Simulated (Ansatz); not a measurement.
# BaTiO3: the cell at several levels of theory

The task here is to estimate one member of a computed series from the others.

Code: Ansatz 0.2.0. PAW datasets, plane waves, zero pressure. Calculated at 0 K for a non-magnetic cell.

### Starting point

It is orthorhombic, Amm2 (No. 38); conventional cell a = 3.986 Å, b = 5.674 Å, c = 5.690 Å, 12.87 Å³ an atom. Near Ba stand 12 O at 2.77–2.92 Å; near Ti stand 6 O at 1.93–2.09 Å; near O stand 2 Ti at 2.00 Å and 4 Ba at 2.77–2.92 Å; near O stand 2 Ti at 1.93–2.09 Å and 4 Ba at 2.81–2.84 Å.

The structure in full:

```cif
data_structure
_symmetry_space_group_name_H-M 'Amm2'
_symmetry_Int_Tables_number 38
_cell_length_a 3.9855
_cell_length_b 5.6738
_cell_length_c 5.6903
_cell_angle_alpha 90.000
_cell_angle_beta 90.000
_cell_angle_gamma 90.000
_cell_volume 128.67
loop_
_atom_site_label
_atom_site_type_symbol
_atom_site_symmetry_multiplicity
_atom_site_Wyckoff_symbol
_atom_site_fract_x
_atom_site_fract_y
_atom_site_fract_z
_atom_site_occupancy
Ba1 Ba 2 a 0.00000 0.00000 0.00000 1
Ti1 Ti 2 b 0.50000 0.50000 0.01240 1
O1 O 2 a 0.00000 0.50000 0.98740 1
O2 O 4 e 0.50000 0.25670 0.24854 1
```

The first run:

File input.yaml:

```yaml
crystal:
  lattice:
    - [3.9855, 0.0, 0.0]
    - [0.0, 2.8369, 2.84515]
    - [0.0, -2.8369, 2.84515]
  atoms:
    - { symbol: Ba, position: [0.0, 0.0, 0.0] }
    - { symbol: Ti, position: [0.5, 0.5124, 0.5124] }
    - { symbol: O, position: [0.0, 0.4874, 0.4874] }
    - { symbol: O, position: [0.5, 0.50524, 0.99184] }
    - { symbol: O, position: [0.5, 0.99184, 0.50524] }
kpoints:
  mp_grid: { grid: [6, 6, 6] }
hamiltonian:
  xc: pbe
scf:
  occupations: { method: fermi_dirac, width: 0.02 }
relax:
  f_tol: 0.005
  cell: {}
```

Run with:

```bash
$ ansatz run input.yaml --threads 2 --pin off --max-ram 20275MiB --backend cpu --events-out ev --progress --plain --runs-dir out
```

Among the steps run: Relaxation with PBE; Relaxation with r2SCAN; PBEsol: cell and atoms; LDA: cell and atoms.

One table of the session follows, with a row left open; its other results are not shown here.

It belongs to the step «The cells side by side». 

```
 level  a (Å)  b (Å)  c (Å)  volume (Å³/atom)
   PBE  3.973  5.781  5.832            13.392
r2SCAN  3.963  5.715  5.748            13.022
PBEsol      ?      ?      ?                 ?
   LDA  3.923  5.589  5.599            12.275
```

Q: Estimate the row for PBEsol from the others.

As computed: a (Å): 3.950; b (Å): 5.657; c (Å): 5.678; volume (Å³/atom): 12.687. In the column «a (Å)» it lies between LDA (3.923) and r2SCAN (3.963).

In words: From the start to the first minimum the volume moved by +4.1 %. LDA gives the smallest cell and PBE the largest; they differ by 9.1 % in volume, a mean of 2.9 % in length.
